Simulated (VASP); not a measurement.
# BaTiO3 (P4mm) in VASP: a series of runs

Runs on BaTiO3. Level: PBE. Tasks: single point.

Program: VASP 6.6.1. These are calculated values, not measurements. Logs are shortened: lines on timing, memory, paths and dates and some standing lists are left out, and cuts for length are marked.

### Step 1. The crystal as given

It takes space group P4mm (No. 99, tetragonal). Conventional cell: a = 4.000 Å, b = 4.000 Å, c = 4.018 Å, α = 90.00°, β = 90.00°, γ = 90.00°. Ba (site symmetry 4mm) has 12 O at 2.79 to 2.88 Å as nearest neighbours. Ti (site symmetry 4mm) is surrounded by 6 O at 1.89 to 2.13 Å. O (site symmetry 2mm) has 2 Ti at 2.00 Å as nearest neighbours. Around O (site symmetry 4mm) lie 2 Ti at 1.89 to 2.13 Å.

### Step 2. Single point, PBE

Input file INCAR:

```
  ADDGRID = False
  ALGO = Normal
  EDIFF = 1E-7
  ENCUT = 400
  GGA = PE
  ISIF = 2
  ISMEAR = 0
  LASPH = True
  LCHARG = False
  LREAL = False
  LWAVE = False
  NELM = 100
  PREC = Accurate
  SIGMA = 0.05
```

Input file KPOINTS:

```
k-points
0
Gamma
  7 7 7
```

Input file POSCAR:

```
BaTiO3
1.0
    3.9998000000      0.0000000000      0.0000000000
    0.0000000000      3.9998000000      0.0000000000
    0.0000000000      0.0000000000      4.0180000000
Ba Ti O
1 1 3
Direct
    0.0000000000      0.0000000000      0.0000000000
    0.5000000000      0.5000000000      0.4900000000
    0.0000000000      0.5000000000      0.5170000000
    0.5000000000      0.0000000000      0.5170000000
    0.5000000000      0.5000000000      0.0190000000
```

Potentials or basis: VASP PAW PBE potentials, release 64 (Ba_sv, Ti_sv, O).

On the command line:

```console
$ cat potpaw_PBE.64/Ba_sv/POTCAR potpaw_PBE.64/Ti_sv/POTCAR potpaw_PBE.64/O/POTCAR > POTCAR
$ mpirun -np 1 vasp_std > vasp.out
```

OUTCAR:

```text
EDIFF = 1E-7
   ENCUT = 400
   GGA = PE
   ISIF = 2
   ISMEAR = 0
   LASPH = True
   LREAL = False
   NELM = 100
   PREC = Accurate

 Found     40 irreducible k-points:

 Following reciprocal coordinates:
            Coordinates               Weight
  0.000000  0.000000  0.000000      1.000000
  0.142857  0.000000  0.000000      4.000000
  0.285714  0.000000  0.000000      4.000000
  0.428571  0.000000  0.000000      4.000000
  0.142857  0.142857  0.000000      4.000000
  0.285714  0.142857  0.000000      8.000000
   k-points           NKPTS =     40   k-points in BZ     NKDIM =     40   number of bands    NBANDS=     24
   number of dos      NEDOS =    301   number of ions     NIONS =      5
   total plane-waves  NPLWV =  21952
   dimension x,y,z NGX =    28 NGY =   28 NGZ =   28
   dimension x,y,z NGXF=    56 NGYF=   56 NGZF=   56
   ions per type =               1   1   3
   NGX,Y,Z   is equivalent  to a cutoff of  11.64, 11.64, 11.59 a.u.
   NGXF,Y,Z  is equivalent  to a cutoff of  23.28, 23.28, 23.17 a.u.
 SYSTEM =  unknown system
   PREC   = accura    normal or accurate (medium, high low for compatibility)
   ISTART =      0    job   : 0-new  1-cont  2-samecut
   ICHARG =      2    charge: 1-file 2-atom 10-const
   ISPIN  =      1    spin polarized calculation?
   LNONCOLLINEAR =      F non collinear calculations
   LSORBIT =      F    spin-orbit coupling
   LASPH  =      T    aspherical Exc in radial PAW
   ENCUT  =  400.0 eV  29.40 Ry    5.42 a.u.   6.52  6.52  6.55*2*pi/ulx,y,z
   NELM   =    100;   NELMIN=  2; NELMDL= -5     # of ELM steps
   EDIFF  = 0.1E-06   stopping-criterion for ELM
   LREAL  =      F    real-space projection
   EDIFFG = 0.1E-05   stopping-criterion for IOM
   NSW    =      0    number of steps for IOM
   IBRION =     -1    ionic relax: 0-MD 1-quasi-New 2-CG
   NFREE  =      0    steps in history (QN), initial steepest desc. (CG)
   ISIF   =      2    stress and relaxation
   ISYM   =      2    0-nonsym 1-usesym 2-fastsym
   POTIM  = 0.5000    time-step for ionic-motion
   TEBEG  =    0.0;   TEEND  =   0.0 temperature during run
   PSTRESS=    0.0 pullay stress
   NELECT =      40.0000    total number of electrons
   NUPDOWN=      -1.0000    fix difference up-down
   EMIN   =  10.00;   EMAX   =-10.00  energy-range for DOS
   EFERMI =   0.00;   METHOD = LEGACY
   ISMEAR =     0;   SIGMA  =   0.05  broadening in eV -4-tet -1-fermi 0-gaus
   EFERMI_NEDOS =   21; number of points for ismear=-14 and -15
   IALGO  =     38    algorithm
   IMIX   =      4    mixing-type and parameters
     AMIX     =   0.40;   BMIX     =  1.00
     AMIX_MAG =   1.60;   BMIX_MAG =  1.00
  volume/ion in A,a.u.               =      12.86        86.76
  Fermi-wavevector in a.u.,A,eV,Ry     =   1.397653  2.641181 26.578078  1.953434
  Thomas-Fermi vector in A             =   2.520888
   LORBIT       =      0    0 simple, 1 ext, 2 COOP (PROOUT), +10 PAW based schemes
   GGA     = PE    functional components
   LHFCALC =     F    Hartree Fock is set to
   AEXX    =    0.0000 exact exchange contribution
   IVDW    =     0    specifies the selected vdW correction
   LEPSILON=     F    determine dielectric tensor
   LRPA    =     F    only Hartree local field effects (RPA)
 non-spin polarized calculation
 Gauss-broadening in eV      SIGMA  =   0.05
  energy-cutoff  :      400.00
  volume of cell :       64.28
 maximum number of plane-waves:      1189
 NGX is ok and might be reduce to    28
   NGX = 13   NGY = 13   NGZ = 13

 number of electron      40.0000030 magnetization

 Free energy of the ion-electron system (eV)
  ---------------------------------------------------
  ext. energy  EPLUGINS =         0.00000000
  ---------------------------------------------------
  free energy    TOTEN  =       -40.03056209 eV

  energy without entropy =      -40.03056209  energy(sigma->0) =      -40.03056209

 E-fermi :   4.0038     XC(G=0): -11.2403

 val. band max:        3.7442834642   @ k =   0.4286   0.4286   0.4286
 cond. band min:       5.6147623379   @ k =   0.0000   0.0000   0.0000
 fundamental gap:      1.8704788737
 Fermi energy:         4.0038222108

 k-point     1 :       0.0000    0.0000    0.0000
  band No.  band energies     occupation
      1     -52.7536      2.00000
      2     -29.0036      2.00000
      3     -28.9741      2.00000
      4     -28.9741      2.00000
      5     -21.0127      2.00000
      6     -13.0777      2.00000
[... 16 lines left out ...]
     23       5.8308      0.00000
     24       7.8024      0.00000

 k-point     2 :       0.1429    0.0000    0.0000
  band No.  band energies     occupation
      1     -52.7533      2.00000
      2     -29.0033      2.00000
      3     -28.9840      2.00000
      4     -28.9737      2.00000
      5     -20.9907      2.00000
      6     -13.0953      2.00000
[... 16 lines left out ...]
     23       6.0911      0.00000
     24       7.8730      0.00000

 k-point     3 :       0.2857    0.0000    0.0000
  band No.  band energies     occupation
      1     -52.7527      2.00000
      2     -29.0064      2.00000
      3     -29.0023      2.00000
      4     -28.9729      2.00000
      5     -20.9404      2.00000
      6     -13.1889      2.00000
[... 16 lines left out ...]
     23       6.7545      0.00000
     24       7.8736      0.00000

 k-point     4 :       0.4286    0.0000    0.0000
  band No.  band energies     occupation
      1     -52.7524      2.00000
      2     -29.0240      2.00000
      3     -29.0017      2.00000
      4     -28.9722      2.00000
      5     -20.8992      2.00000
      6     -13.2991      2.00000
[... 16 lines left out ...]
     23       7.2841      0.00000
     24       7.8651      0.00000

 k-point     5 :       0.1429    0.1429    0.0000
  band No.  band energies     occupation
      1     -52.7530      2.00000
      2     -29.0029      2.00000
      3     -28.9839      2.00000
      4     -28.9834      2.00000
      5     -20.9700      2.00000
      6     -13.0879      2.00000
[... 16 lines left out ...]
     23       6.2570      0.00000
     24       8.1458      0.00000

 k-point     6 :       0.2857    0.1429    0.0000
  band No.  band energies     occupation
      1     -52.7525      2.00000
      2     -29.0059      2.00000
      3     -29.0019      2.00000
      4     -28.9827      2.00000
      5     -20.9230      2.00000
      6     -13.1327      2.00000
[... 16 lines left out ...]
     23       6.8235      0.00000
     24       8.2081      0.00000

 [... further k-points ...]

------------------------ aborting loop because EDIFF is reached ----------------------------------------

  FORCE on cell =-STRESS in cart. coord.  units (eV):
  Direction    XX          YY          ZZ          XY          YZ          ZX
  --------------------------------------------------------------------------------------
  -------------------------------------------------------------------------------------
  Total       -0.3543655     -0.3543655      0.0371768      0.0000000     -0.0000000      0.0000000
  in kB       -8.8323342     -8.8323342      0.9266092      0.0000000     -0.0000000      0.0000000
  external PRESSURE =      -5.5793531 kB  Pullay stress =       0.0000000 kB

 VOLUME and BASIS-vectors are now :
 -----------------------------------------------------------------------------
  energy-cutoff  :      400.00
  volume of cell :       64.28
      direct lattice vectors                 reciprocal lattice vectors
     3.999800000  0.000000000  0.000000000     0.250012501  0.000000000  0.000000000
     0.000000000  3.999800000  0.000000000     0.000000000  0.250012501  0.000000000
     0.000000000  0.000000000  4.018000000     0.000000000  0.000000000  0.248880040

 POSITION                                       TOTAL-FORCE (eV/Angst)
 -----------------------------------------------------------------------------------
      0.00000      0.00000      0.00000         0.000000     -0.000000      0.074595
      1.99990      1.99990      1.96882         0.000000      0.000000     -0.127553
      0.00000      1.99990      2.07731         0.000000     -0.000000     -0.117583
      1.99990      0.00000      2.07731         0.000000     -0.000000     -0.117583
      1.99990      1.99990      0.07634         0.000000      0.000000      0.288124
 -----------------------------------------------------------------------------------
    total drift:                                0.000000      0.000000      0.000036

  FREE ENERGIE OF THE ION-ELECTRON SYSTEM (eV)
  ---------------------------------------------------
  free  energy   TOTEN  =       -40.0305620928 eV

  energy  without entropy=      -40.0305620928  energy(sigma->0) =      -40.03056209
```

Run time: 66 s. Hardware: 1 thread of Intel Xeon Platinum 8175M at 2.50GHz (Skylake/Cascade Lake), shared host; peak memory 0.18 GiB.

The run converged, but some of its settings lie outside the range that counts as converged, so its numbers aren't taken as properties of the crystal.

Results:

```yaml
Free_energy: -40.0306 eV
Largest_force: 0.288 eV/Å
Band_gap_on_the_k_mesh: 1.87 eV, indirect (least direct gap 2.06 eV)
```

Caveat: the cutoff is under 1.25 times the usual one of these potentials, so pressure, stress and relaxed cells hold a basis-set (Pulay) error; spin-orbit coupling is left out, which moves the levels of the heavy elements; an odd mesh through Γ misses points on the zone boundary, where band edges often lie.

[end of part 1 of 2]
